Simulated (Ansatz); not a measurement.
# In: a short molecular-dynamics run

Aim: set In (a slab, 15 atoms, not relaxed) in motion for 30 steps of 1.5 fs under a Langevin thermostat at 2000 K, and see how temperature, energy and positions respond.

Program: Ansatz 0.2.0. Level of theory: DFT PBE, plane waves, PAW, scalar-relativistic, no spin polarisation. These are calculated values, not measurements.

**1. Starting point**

The cell holds 15 atoms (In15): a = 3.220 Å, b = 3.278 Å, c = 44.407 Å, α = 90.00°, β = 90.00°, γ = 88.57°.

Structure file:

```
CELL_PARAMETERS angstrom
3.22036 0.00000 0.00000
0.08168 3.27745 0.00000
0.00000 0.00000 44.40725
ATOMIC_POSITIONS crystal
In 0.23760 0.26824 0.02752
In 0.78237 0.59206 0.08342
In 0.26643 0.15643 0.13470
In 0.70240 0.56079 0.20083
In 0.23009 0.02336 0.25135
In 0.76569 0.49401 0.30430
In 0.14353 0.94016 0.36144
In 0.69533 0.30727 0.41543
In 0.17188 0.80651 0.47059
In 0.64419 0.26321 0.52744
In 0.22052 0.67646 0.58552
In 0.69124 0.05656 0.63971
In 0.15205 0.54408 0.69402
In 0.63723 0.06793 0.74947
In 0.14503 0.49850 0.80526
```

**2. Dynamics**

input.yaml reads:

```yaml
crystal:
  lattice:
    - [3.220363, 0.0, 0.0]
    - [0.081681, 3.277448, 0.0]
    - [0.0, 0.0, 44.407249]
  atoms:
    - { symbol: In, position: [0.237596, 0.268241, 0.027522] }
    - { symbol: In, position: [0.782373, 0.592065, 0.083416] }
    - { symbol: In, position: [0.266428, 0.156425, 0.134699] }
    - { symbol: In, position: [0.702404, 0.560787, 0.200833] }
    - { symbol: In, position: [0.230088, 0.023364, 0.251351] }
    - { symbol: In, position: [0.765691, 0.49401, 0.304296] }
    - { symbol: In, position: [0.143528, 0.940159, 0.361436] }
    - { symbol: In, position: [0.695333, 0.307274, 0.415428] }
    - { symbol: In, position: [0.171883, 0.806505, 0.470587] }
    - { symbol: In, position: [0.644194, 0.263209, 0.527436] }
    - { symbol: In, position: [0.220519, 0.67646, 0.585521] }
    - { symbol: In, position: [0.691243, 0.056565, 0.639708] }
    - { symbol: In, position: [0.152047, 0.544077, 0.694016] }
    - { symbol: In, position: [0.637233, 0.067934, 0.749468] }
    - { symbol: In, position: [0.145032, 0.498495, 0.805256] }
kpoints:
  mp_grid: { grid: [5, 4, 1] }
magnetization:
  spin_polarized: false
scf:
  occupations: { method: cold, width: 0.15 }
hamiltonian:
  pseudopotentials: { kind: paw }
  xc: pbe
basis:
  ecutwfc: 420
md:
  timestep: 1.5
  n_steps: 30
  ensemble: nvt_langevin
  temperature: 2000.0
  initial_velocities: maxwell_boltzmann
  seed: 25708
```

Started as:

```bash
> ansatz run input.yaml --threads 2 --pin off --max-ram 2560MiB --backend cpu --events-out ev --progress --plain --runs-dir out
```

Standard output:

```text
Warning: md: disabling space-group detection — thermal motion breaks the input geometry's symmetry, so no spatial operation reduces the k-mesh or symmetrises the density; time reversal is kept, so that k and −k are solved as one point where they differ and the mesh holds both, and exact exchange and, on two spinor components, a DFT+U term hold to it where the run has them: on two components no moment then forms, and a state that bears one, which a typed moment (crystal.atoms[].spin; refused beside efield: under a hybrid functional) reaches, can lie lower, under hf by electronvolts; crystal.symmetry.detect: false (a key that needs symmetry detection or time reversal refuses this as the deck is read) with time_reversal: false beside it drops time reversal too
Warning: RAYON_NUM_THREADS=2 ignored (pool sized by the plan → 2); use --threads N
Engine: ansatz 0.2.0, aarch64-unknown-linux-gnu
Pseudopotentials: kind: paw
Pseudopotential: In, paw, valence charge 13, recommended cutoff 420 eV (normal), In.paw.azcp
Functional definition: PBE
  parameter kappa = 0.804
  parameter beta = 0.06672455060314922
  exchange = pbe_x(kappa = kappa, mu = beta*pi^2/3)
  correlation = pbe_c(beta = beta)
Crystal: 15 atoms, lattice volume = 468.700 Å³
Basis set: ecut = 420 eV, 9243 PW (Γ), exchange–correlation on 48×48×600 points (8 copies of the dense FFT grid, shifted against one another)
Bands: 117, of which v1, the nominal top of the filled ones, is band 98 counted from 1 (97 counted from 0)
Symmetry: 1 space group operations
k-points: 11 of 20 (time reversal used)
Non-local potential: In, projectors of the file, l = 0: 2, l = 1: 2, l = 2: 2, l = 3: 2
PAW form: soft (Blöchl's): semilocal exchange-correlation on the pseudo side does not see the compensation charge
PAW one-centre angular grid: In, 590 points (default); XC on 64 Gauss nodes
Initial density: superposition of atomic densities (neutral atoms: chi_scale 0, normalization atom), corrected by the library's trained network
Initial wavefunctions: pseudopotential atomic-orbital guess
Functional: x = pbe(κ = 0.804, μ = 0.2195149727645171), c = pbe(β = 0.06672455060314922)
SCF iter   1: F=—  HF=-83966.463550 eV  |F-HF|=—  |Δ(HF+E_count)|=         —  Δρ=2.29e-3  dr2=1.92e0  ethr=1.77e-3  ⟨swp⟩=6.2  Hψ=4712  notcnv=0  defer=4
preconditioner: auto → LDOS  [metal: Δε(μ)=0.013 eV  Ē_g=14.719 eV  σ=0.150 eV  W_gap=0.06  n_scr=108 (ndim 8)  ℏωp=24.0 eV  f_vac=0.149  D(μ)=9.03/eV (n_scr^D=26)  β→1.0]
SCF iter   2: F=—  HF=-83966.412879 eV  |F-HF|=—  |Δ(HF+E_count)|=   5.07e-2  S|Δr|=    0.00e0  Δρ=1.61e-3  dr2=7.48e-2  ethr=9.83e-4  ⟨swp⟩=1.1  Hψ=1486  notcnv=0  defer=11
SCF iter   3: F=—  HF=-83966.407780 eV  |F-HF|=—  |Δ(HF+E_count)|=   5.10e-3  S|Δr|=    0.00e0  Δρ=9.75e-4  dr2=2.82e-2  ethr=3.84e-5  ⟨swp⟩=2.1  Hψ=2209  notcnv=0  defer=11
SCF iter   4: F=—  HF=-83966.405170 eV  |F-HF|=—  |Δ(HF+E_count)|=   2.61e-3  S|Δr|=    0.00e0  Δρ=2.70e-4  dr2=4.84e-3  ethr=1.44e-5  ⟨swp⟩=2.0  Hψ=1639  notcnv=0  defer=11
SCF iter   5: F=—  HF=-83966.404950 eV  |F-HF|=—  |Δ(HF+E_count)|=   2.21e-4  S|Δr|=    0.00e0  Δρ=8.94e-5  dr2=2.83e-4  ethr=2.48e-6  ⟨swp⟩=1.2  Hψ=1168  notcnv=0  defer=11
SCF iter   6: F=—  HF=-83966.404912 eV  |F-HF|=—  |Δ(HF+E_count)|=   3.77e-5  S|Δr|=    0.00e0  Δρ=3.08e-5  dr2=1.89e-5  ethr=1.45e-7  ⟨swp⟩=2.0  Hψ=1771  notcnv=0  defer=11
SCF iter   7: F=—  HF=-83966.404926 eV  |F-HF|=—  |Δ(HF+E_count)|=   1.43e-5  S|Δr|=    0.00e0  Δρ=1.03e-5  dr2=2.05e-6  ethr=9.70e-9  ⟨swp⟩=2.1  Hψ=2241  notcnv=0  defer=11
SCF iter   8: F=—  HF=-83966.404896 eV  |F-HF|=—  |Δ(HF+E_count)|=   3.04e-5  S|Δr|=    0.00e0  Δρ=3.75e-6  dr2=1.48e-7  ethr=1.05e-9  ⟨swp⟩=2.1  Hψ=2353  notcnv=0  defer=8
SCF iter   9: F=—  HF=-83966.404896 eV  |F-HF|=—  |Δ(HF+E_count)|=   4.90e-9  S|Δr|=    0.00e0  Δρ=1.37e-6  dr2=2.22e-8  ethr=7.69e-12  ⟨swp⟩=5.0  Hψ=4754  notcnv=0
SCF iter  10: F=-83966.404896 eV  HF=-83966.404896 eV  |F-HF|=2.39e-9  |Δ(HF+E_count)|=   2.95e-9  S|Δr|=    0.00e0  Δρ=4.41e-7  dr2=3.25e-9  ethr=7.69e-12  ⟨swp⟩=4.1  Hψ=3721  notcnv=0
SCF 1 converged in 10 iterations: F = -83966.404896 eV  dr2 = 3.25e-9
md step     0: t =     0.00 fs  T =  1866.7 K  F+E_penalty+E_count = -83966.40489572 eV  E_kin = 3.619280 eV  (10 SCF iters)
[... 12 lines left out ...]
md step     1: t =     1.50 fs  T =  1848.1 K  F+E_penalty+E_count = -83966.41269732 eV  E_kin = 3.583351 eV  (7 SCF iters)
[... 10 lines left out ...]
md step     2: t =     3.00 fs  T =  1857.8 K  F+E_penalty+E_count = -83966.41929972 eV  E_kin = 3.602130 eV  (7 SCF iters)
[... 1 line left out ...]
md step     3: t =     4.50 fs  T =  1984.6 K  F+E_penalty+E_count = -83966.42516934 eV  E_kin = 3.848036 eV  (7 SCF iters)
md step     4: t =     6.00 fs  T =  1808.1 K  F+E_penalty+E_count = -83966.43033246 eV  E_kin = 3.505704 eV  (7 SCF iters)
md step     5: t =     7.50 fs  T =  1740.0 K  F+E_penalty+E_count = -83966.43454663 eV  E_kin = 3.373653 eV  (4 SCF iters)
md step     6: t =     9.00 fs  T =  1808.6 K  F+E_penalty+E_count = -83966.43863834 eV  E_kin = 3.506708 eV  (4 SCF iters)
md step     7: t =    10.50 fs  T =  1986.3 K  F+E_penalty+E_count = -83966.44114878 eV  E_kin = 3.851323 eV  (5 SCF iters)
md step     8: t =    12.00 fs  T =  2000.4 K  F+E_penalty+E_count = -83966.44194522 eV  E_kin = 3.878653 eV  (5 SCF iters)
md step     9: t =    13.50 fs  T =  2065.2 K  F+E_penalty+E_count = -83966.44198317 eV  E_kin = 4.004220 eV  (5 SCF iters)
md step    10: t =    15.00 fs  T =  2128.0 K  F+E_penalty+E_count = -83966.44103959 eV  E_kin = 4.126040 eV  (7 SCF iters)
md step    11: t =    16.50 fs  T =  2179.2 K  F+E_penalty+E_count = -83966.43815104 eV  E_kin = 4.225320 eV  (5 SCF iters)
md step    12: t =    18.00 fs  T =  2102.6 K  F+E_penalty+E_count = -83966.43434406 eV  E_kin = 4.076758 eV  (5 SCF iters)
md step    13: t =    19.50 fs  T =  2142.3 K  F+E_penalty+E_count = -83966.43077704 eV  E_kin = 4.153654 eV  (5 SCF iters)
md step    14: t =    21.00 fs  T =  2231.1 K  F+E_penalty+E_count = -83966.42616674 eV  E_kin = 4.325791 eV  (4 SCF iters)
md step    15: t =    22.50 fs  T =  2194.7 K  F+E_penalty+E_count = -83966.41974028 eV  E_kin = 4.255274 eV  (5 SCF iters)
md step    16: t =    24.00 fs  T =  2155.7 K  F+E_penalty+E_count = -83966.41301408 eV  E_kin = 4.179755 eV  (5 SCF iters)
md step    17: t =    25.50 fs  T =  2227.4 K  F+E_penalty+E_count = -83966.40648988 eV  E_kin = 4.318736 eV  (5 SCF iters)
md step    18: t =    27.00 fs  T =  2111.6 K  F+E_penalty+E_count = -83966.39951737 eV  E_kin = 4.094161 eV  (5 SCF iters)
md step    19: t =    28.50 fs  T =  2071.0 K  F+E_penalty+E_count = -83966.38982967 eV  E_kin = 4.015546 eV  (5 SCF iters)
md step    20: t =    30.00 fs  T =  2214.7 K  F+E_penalty+E_count = -83966.37682779 eV  E_kin = 4.294155 eV  (7 SCF iters)
md step    21: t =    31.50 fs  T =  2303.7 K  F+E_penalty+E_count = -83966.36302874 eV  E_kin = 4.466674 eV  (5 SCF iters)
md step    22: t =    33.00 fs  T =  2170.8 K  F+E_penalty+E_count = -83966.34903081 eV  E_kin = 4.208931 eV  (4 SCF iters)
md step    23: t =    34.50 fs  T =  2307.0 K  F+E_penalty+E_count = -83966.33396927 eV  E_kin = 4.473048 eV  (4 SCF iters)
md step    24: t =    36.00 fs  T =  2384.5 K  F+E_penalty+E_count = -83966.31602355 eV  E_kin = 4.623337 eV  (4 SCF iters)
md step    25: t =    37.50 fs  T =  2202.4 K  F+E_penalty+E_count = -83966.29563767 eV  E_kin = 4.270321 eV  (4 SCF iters)
md step    26: t =    39.00 fs  T =  2225.5 K  F+E_penalty+E_count = -83966.27482671 eV  E_kin = 4.315079 eV  (5 SCF iters)
md step    27: t =    40.50 fs  T =  2362.4 K  F+E_penalty+E_count = -83966.25401267 eV  E_kin = 4.580468 eV  (5 SCF iters)
md step    28: t =    42.00 fs  T =  2459.6 K  F+E_penalty+E_count = -83966.23341507 eV  E_kin = 4.768993 eV  (5 SCF iters)
md step    29: t =    43.50 fs  T =  2456.2 K  F+E_penalty+E_count = -83966.21287255 eV  E_kin = 4.762288 eV  (5 SCF iters)
[... 10 lines left out ...]
md step    30: t =    45.00 fs  T =  2460.4 K  F+E_penalty+E_count = -83966.19078638 eV  E_kin = 4.770447 eV  (7 SCF iters)
SCF converged after 7 iterations
Stability not checked: this state was not tested for a lower state beside it, because cold or Methfessel-Paxton smearing, or corrected tetrahedra, fill the levels in a way that the test cannot read (fill_not_monotonic; see scf.lower_state_search)
Free energy (F): -83966.190786 eV
Harris-Foulkes:  -83966.190786 eV  (|F-HF|=9.31e-10)
Internal energy: -83966.183833 eV  (E = F + TS)
E sigma→0 (E₀):  -83966.188469 eV
Entropy (-TS):   -0.006953 eV (-0.464 meV/atom)
Fermi energy:    7.993508 eV
--- Per-component energies (eV) ---
  E_band       = -800.460265
  E_kinetic    = 3622.250220
  E_local      = -79311.622496  (includes V_loc(G=0)·N_el)
  E_nonlocal   = 5490.261890
  E_hartree    = 37690.656266
  E_xc         = -3240.903363
  E_vxc        = -1500.763714  (∫ρ·V_xc dr)
  E_paw        = -62280.447361  (= ΣΔE_a)
  E_vpaw       = -4481.896899  (= ΣTr[D̂ρ^β])
  E_aug_tail   = 0.000386  (compensation charges beyond the density's cutoff)
  E_ewald      = 14063.620624
  E_smearing   = -0.006953  (= −TS)
  E_closure    = -0.000000  (closes the sum)
  Σ components = -83966.190786   (vs F -83966.190786, Δ=0.00e0)
--- Forces (eV/Å), atoms counted from 1 ---
  atom   1  In    -0.00319550    -0.01784639    -0.19322728
  atom   2  In    -0.01776964    -0.00944219    -0.42131814
  atom   3  In     0.02968089     0.02298040     0.81354635
  atom   4  In    -0.01520247    -0.01609114    -0.57111808
  atom   5  In     0.04186588    -0.09644322     0.00047349
  atom   6  In    -0.21269740     0.34957159    -0.53815831
  atom   7  In     0.21311911    -0.43767713     0.28864534
  atom   8  In    -0.07864110     0.13114828     0.22505290
  atom   9  In     0.04221420     0.03427776     0.43290414
  atom  10  In     0.05789411    -0.05911643    -0.39038308
  atom  11  In    -0.07903190     0.05106936     0.16383747
  atom  12  In    -0.05727040    -0.05385513    -0.09317608
  atom  13  In     0.22490256     0.06103479    -0.50886822
  atom  14  In    -0.17961394     0.02711055     0.94750315
  atom  15  In     0.03374474     0.01327974    -0.15571814
  max |Σ_I F_I| component: 4.49e-6 eV/Å
--- MD trajectory: 30 steps, t = 0.0 → 45.0 fs ---
  final state: T = 2460.4 K   F+E_penalty+E_count = -83966.19078638 eV   E_kin = 4.770447 eV
```

It took 12 min on 2 threads of Arm Neoverse V2, shared host; peak memory 1.5 GiB.

**3. What the atoms did**

One step in 2; energies are changes from step 0; msd is the mean square displacement from the start, the centre of mass held:

```tsv
time (fs)	T (K)	potential energy change (meV/atom)	msd In (Å²)
0.0	1867	0.0	0.000
3.0	1858	-1.0	0.000
6.0	1808	-1.7	0.001
9.0	1809	-2.2	0.003
12.0	2000	-2.5	0.006
15.0	2128	-2.4	0.009
18.0	2103	-2.0	0.013
21.0	2231	-1.4	0.017
24.0	2156	-0.5	0.023
27.0	2112	0.4	0.029
30.0	2215	1.9	0.035
33.0	2171	3.7	0.043
36.0	2385	5.9	0.051
39.0	2226	8.7	0.059
42.0	2460	11.4	0.068
45.0	2460	14.3	0.078
```

time (fs), T (K) and a bar:
```
      0.0       1867 #####
      1.5       1848 #####
      4.5       1985 ##########
      6.0       1808 ###
      7.5       1740 
     10.5       1986 ##########
     12.0       2000 ###########
     13.5       2065 ##############
     15.0       2128 ################
     18.0       2103 ###############
     19.5       2142 #################
     21.0       2231 ####################
     24.0       2156 #################
     25.5       2227 ####################
     27.0       2112 ###############
     30.0       2215 ####################
     31.5       2304 #######################
     33.0       2171 ##################
     34.5       2307 ########################
     37.5       2202 ###################
     39.0       2226 ####################
     40.5       2362 ##########################
     43.5       2456 ##############################
     45.0       2460 ##############################
```

**4. Snapshots as a file**

Extended XYZ, with forces in eV/Å:

```xyz
15
Lattice="3.220 0.000 0.000 0.082 3.277 0.000 0.000 0.000 44.407" Properties=species:S:1:pos:R:3:forces:R:3 pbc="T T T" time_fs=6.0 T=1808 dE=-0.0254
In    0.789    0.851    1.200    0.053   -0.085   -0.301
In    2.565    1.966    3.695   -0.108    0.139   -0.385
In    0.850    0.505    5.961    0.068   -0.082    0.861
In    2.323    1.849    8.906    0.021   -0.070   -0.841
In    0.731    0.094   11.143   -0.007    0.036    0.358
In    2.505    1.608   13.529   -0.086    0.006    0.003
In    0.557    3.133   16.027    0.125   -0.092   -0.186
In    2.264    1.029   18.433   -0.114    0.112    0.172
In    0.604    2.639   20.874    0.029   -0.007    0.148
In    2.099    0.836   23.442    0.037   -0.035   -0.058
In    0.775    2.226   25.987   -0.056   -0.013   -0.130
In    2.254    0.227   28.417    0.002    0.048    0.027
In    0.516    1.759   30.854    0.028    0.023    0.085
In    2.082    0.193   33.307    0.011   -0.003   -0.017
In    0.501    1.594   35.807   -0.005    0.023    0.264
15
Lattice="3.220 0.000 0.000 0.082 3.277 0.000 0.000 0.000 44.407" Properties=species:S:1:pos:R:3:forces:R:3 pbc="T T T" time_fs=13.5 T=2065 dE=-0.0371
In    0.807    0.821    1.171    0.042   -0.069   -0.234
In    2.555    2.000    3.677   -0.104    0.110   -0.458
In    0.818    0.517    5.937    0.073   -0.068    0.874
In    2.329    1.862    8.885    0.009   -0.065   -0.856
In    0.717    0.114   11.123    0.005    0.033    0.432
In    2.507    1.593   13.553   -0.100    0.024   -0.148
In    0.582    3.208   15.998    0.134   -0.116   -0.085
In    2.259    1.052   18.410   -0.109    0.108    0.110
In    0.592    2.640   20.834    0.038    0.000    0.276
In    2.101    0.810   23.461    0.041   -0.041   -0.188
In    0.788    2.222   25.971   -0.063    0.006   -0.030
In    2.286    0.285   28.421   -0.006    0.020    0.011
In    0.495    1.725   30.894    0.035    0.035    0.003
In    2.104    0.164   33.319    0.000    0.000    0.115
In    0.504    1.551   35.865    0.004    0.022    0.180
15
Lattice="3.220 0.000 0.000 0.082 3.277 0.000 0.000 0.000 44.407" Properties=species:S:1:pos:R:3:forces:R:3 pbc="T T T" time_fs=19.5 T=2142 dE=-0.0259
In    0.826    0.801    1.146    0.036   -0.057   -0.194
In    2.548    2.026    3.658   -0.106    0.092   -0.512
In    0.789    0.523    5.911    0.079   -0.057    0.892
In    2.331    1.879    8.871   -0.004   -0.054   -0.820
In    0.706    0.148   11.130    0.019    0.014    0.407
In    2.499    1.575   13.578   -0.120    0.059   -0.259
In    0.594    3.271   15.969    0.153   -0.149    0.025
In    2.264    1.075   18.390   -0.113    0.106    0.066
In    0.581    2.651   20.804    0.047    0.003    0.343
In    2.098    0.796   23.461    0.044   -0.046   -0.262
In    0.795    2.213   25.950   -0.064    0.018    0.057
In    2.325    0.326   28.428   -0.019    0.003   -0.027
In    0.469    1.695   30.924    0.054    0.043   -0.083
In    2.130    0.143   33.311   -0.018    0.003    0.267
In    0.510    1.515   35.906    0.011    0.022    0.099
15
Lattice="3.220 0.000 0.000 0.082 3.277 0.000 0.000 0.000 44.407" Properties=species:S:1:pos:R:3:forces:R:3 pbc="T T T" time_fs=25.5 T=2227 dE=-0.0016
In    0.844    0.776    1.116    0.030   -0.042   -0.160
In    2.530    2.064    3.628   -0.096    0.057   -0.532
In    0.759    0.517    5.881    0.075   -0.031    0.883
In    2.333    1.896    8.857   -0.015   -0.043   -0.770
In    0.695    0.184   11.147    0.032   -0.006    0.362
In    2.491    1.561   13.611   -0.144    0.106   -0.376
In    0.607    3.330   15.947    0.177   -0.202    0.121
In    2.264    1.095   18.364   -0.115    0.112    0.074
In    0.567    2.654   20.780    0.051    0.006    0.371
In    2.085    0.786   23.454    0.049   -0.051   -0.314
In    0.806    2.206   25.932   -0.069    0.027    0.130
In    2.360    0.363   28.437   -0.030   -0.010   -0.070
In    0.440    1.678   30.951    0.083    0.048   -0.159
In    2.159    0.123   33.304   -0.044    0.007    0.398
In    0.515    1.473   35.937    0.017    0.022    0.043
15
Lattice="3.220 0.000 0.000 0.082 3.277 0.000 0.000 0.000 44.407" Properties=species:S:1:pos:R:3:forces:R:3 pbc="T T T" time_fs=31.5 T=2304 dE=0.0419
In    0.866    0.750    1.087    0.021   -0.028   -0.130
In    2.501    2.103    3.601   -0.076    0.025   -0.569
In    0.735    0.511    5.845    0.063   -0.009    0.896
In    2.332    1.922    8.848   -0.018   -0.035   -0.708
In    0.697    0.229   11.177    0.037   -0.030    0.266
In    2.480    1.550   13.636   -0.168    0.168   -0.448
In    0.617    3.388   15.930    0.196   -0.263    0.199
In    2.257    1.114   18.343   -0.113    0.116    0.094
In    0.549    2.648   20.761    0.054    0.012    0.391
In    2.071    0.776   23.452    0.052   -0.053   -0.347
In    0.814    2.196   25.927   -0.072    0.033    0.165
In    2.387    0.397   28.446   -0.037   -0.019   -0.082
In    0.405    1.666   30.980    0.118    0.049   -0.254
In    2.188    0.101   33.301   -0.079    0.013    0.535
In    0.520    1.441   35.968    0.023    0.020   -0.008
15
Lattice="3.220 0.000 0.000 0.082 3.277 0.000 0.000 0.000 44.407" Properties=species:S:1:pos:R:3:forces:R:3 pbc="T T T" time_fs=39.0 T=2226 dE=0.1301
In    0.892    0.733    1.066    0.009   -0.019   -0.144
In    2.464    2.157    3.562   -0.047    0.000   -0.539
In    0.706    0.505    5.806    0.046    0.013    0.886
In    2.325    1.960    8.848   -0.016   -0.024   -0.632
In    0.709    0.293   11.220    0.041   -0.069    0.111
In    2.469    1.538   13.652   -0.195    0.268   -0.489
In    0.635    3.471   15.910    0.209   -0.358    0.250
In    2.239    1.143   18.307   -0.099    0.123    0.159
In    0.539    2.635   20.726    0.049    0.025    0.417
In    2.042    0.771   23.450    0.054   -0.056   -0.372
In    0.821    2.181   25.935   -0.074    0.040    0.158
In    2.412    0.451   28.451   -0.043   -0.031   -0.061
In    0.373    1.658   31.009    0.168    0.048   -0.411
In    2.226    0.073   33.281   -0.132    0.023    0.753
In    0.532    1.416   36.007    0.029    0.016   -0.086
15
Lattice="3.220 0.000 0.000 0.082 3.277 0.000 0.000 0.000 44.407" Properties=species:S:1:pos:R:3:forces:R:3 pbc="T T T" time_fs=45.0 T=2460 dE=0.2141
In    0.921    0.719    1.048   -0.003   -0.018   -0.193
In    2.440    2.201    3.518   -0.018   -0.009   -0.421
In    0.679    0.494    5.790    0.030    0.023    0.814
In    2.321    2.001    8.845   -0.015   -0.016   -0.571
In    0.717    0.343   11.247    0.042   -0.096    0.000
In    2.459    1.533   13.664   -0.213    0.350   -0.538
In    0.657    3.535   15.894    0.213   -0.438    0.289
In    2.230    1.163   18.276   -0.079    0.131    0.225
In    0.540    2.621   20.698    0.042    0.034    0.433
In    2.014    0.767   23.445    0.058   -0.059   -0.390
In    0.836    2.161   25.944   -0.079    0.051    0.164
In    2.428    0.495   28.465   -0.057   -0.054   -0.093
In    0.349    1.647   31.019    0.225    0.061   -0.509
In    2.255    0.052   33.251   -0.180    0.027    0.948
In    0.550    1.408   36.039    0.034    0.013   -0.156
```

**5. Summary of results**

| quantity | value |
| --- | --- |
| length | 30 steps of 1.5 fs |
| temperature, first and last step | 1867 and 2460 K |
| temperature, second half | mean 2269 K, from 2071 to 2460 K |
| potential energy, second half | +5 meV/atom from the start |
| mean square displacement, second half | In 0.046 Å² |

**Reading.** Against a set 2000 K the second half averages 2269 K, going from 2195 to 2460 K over that half. The farthest move is 0.45 Å, against a mean nearest distance of 3.1 Å at the start: no atom has changed site so far. Averages from a run of 45 fs with 15 atoms are rough.
